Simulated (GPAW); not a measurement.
TiTe2:

```
Te Ti
1.0
     3.77700    0.00000    0.00000
    -1.88850    3.27098    0.00000
     0.00000    0.00000    6.49800
Te Ti
2 1
Cartesian
  0.0000 2.1807 4.7903
  1.8885 1.0903 1.7077
  0.0000 0.0000 0.0000
```

* Program: GPAW 26.7.0
* Task: relaxation of cell and atoms
* Functional: PBEsol
* Potentials or basis: PAW data sets generated in the run's folder for this functional
* Cutoff: 600 eV
* Basis: pw
* k mesh: 6 × 6 × 3
* Occupations: fermi-dirac, width 0.05 eV
* Spin: no spin polarisation

At the start: pressure -2.7 GPa; volume 26.76 Å³/atom.

Where does the relaxation end?

Over 19 steps the energy falls by 9.9 meV/atom and the volume is 25.19 Å³/atom (-5.9 %); space group P-3m1 (No. 164, to 0.05 Å).

Step by step:
| step | energy change (eV) | largest force (eV/Å) | pressure (GPa) | volume (Å³) |
| --- | --- | --- | --- | --- |
| 1 | 0.0000 | 0.1923 | -2.74 | 80.28 |
| 2 | -0.0062 | 0.1377 | -2.41 | 79.91 |
| 3 | -0.0151 | 0.0361 | -1.77 | 79.23 |
| 4 | -0.0217 | 0.0956 | -0.91 | 78.32 |
| 5 | -0.0231 | 0.2244 | 0.02 | 77.31 |
| 6 | -0.0233 | 0.2185 | 0.00 | 77.31 |
| 7 | -0.0238 | 0.2071 | -0.04 | 77.31 |
| 8 | -0.0244 | 0.1906 | -0.10 | 77.31 |
| 9 | -0.0251 | 0.1698 | -0.17 | 77.31 |
| 10 | -0.0259 | 0.1458 | -0.25 | 77.30 |
| 11 | -0.0266 | 0.1197 | -0.33 | 77.27 |
| 12 | -0.0272 | 0.0930 | -0.41 | 77.23 |
| 13 | -0.0278 | 0.0650 | -0.48 | 77.16 |
| 14 | -0.0283 | 0.0379 | -0.52 | 77.05 |
| 15 | -0.0287 | 0.0146 | -0.53 | 76.88 |
| 16 | -0.0293 | 0.0016 | -0.47 | 76.65 |
| 17 | -0.0298 | 0.0083 | -0.35 | 76.35 |
| 18 | -0.0300 | 0.0045 | -0.15 | 75.98 |
| 19 | -0.0298 | 0.0073 | 0.10 | 75.57 |

Final structure:
```
Te Ti
1.0
     3.70393    0.00000    0.00000
    -1.85196    3.20769    0.00000
     0.00000    0.00000    6.36075
Te Ti
2 1
Cartesian
  0.0000 2.1385 4.6568
  1.8520 1.0692 1.7039
  0.0000 0.0000 0.0000
```

Caveat: later steps reuse the first step's grids; this functional lacks dispersion, which binds the layers, so the pressure and a relaxed spacing across them are unreliable.
